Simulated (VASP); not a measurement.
## Sc: single point with PBE

Crystal: Sc.

```
Sc
1.0
     0.00000    2.22946    2.22946
     2.22946    0.00000    2.22946
     2.22946    2.22946    0.00000
Sc
1
Cartesian
  0.0000 0.0000 0.0000
```

This isn't the form of Sc at room conditions, which is hcp.

The cell isn't the ideal one: volume scaled by 0.96.

```json
{
  "Program": "VASP 6.6.1",
  "Task": "single point",
  "Functional": "PBE",
  "Potentials or basis": "VASP PAW PBE potentials, release 64 (Sc_sv)",
  "Cutoff": "520 eV",
  "k mesh": "10 × 10 × 10",
  "Occupations": "fermi-dirac, width 0.05 eV",
  "Spin": "no spin polarisation",
  "Dipole correction": "no",
  "Further INCAR settings": "ALGO = Normal; EDIFF = 1e-06; NBANDS = 12"
}
```

| Quantity | Value |
| --- | --- |
| Pressure | 6.6 GPa |
| Band gap on the k mesh | none (metal or under the smearing width) |

Levels at points of the mesh, in eV from the Fermi level:
| k point | band 3 | band 4 | band 5 | band 6 | band 7 | band 8 |
| --- | --- | --- | --- | --- | --- | --- |
| (0.00, 0.00, 0.00) | -27.49 | -27.49 | -5.37 | 1.73 | 1.73 | 1.73 |
| (0.50, 0.00, 0.00) | -27.56 | -27.56 | -1.88 | 0.46 | 1.60 | 1.60 |
| (0.50, 0.50, 0.00) | -27.69 | -27.69 | -1.75 | -0.78 | 2.33 | 4.35 |

Run time: 8.1 s on 1 thread of AMD EPYC 7R13 Processor (Zen 3), with other jobs on the host, peak memory 0.11 GiB.
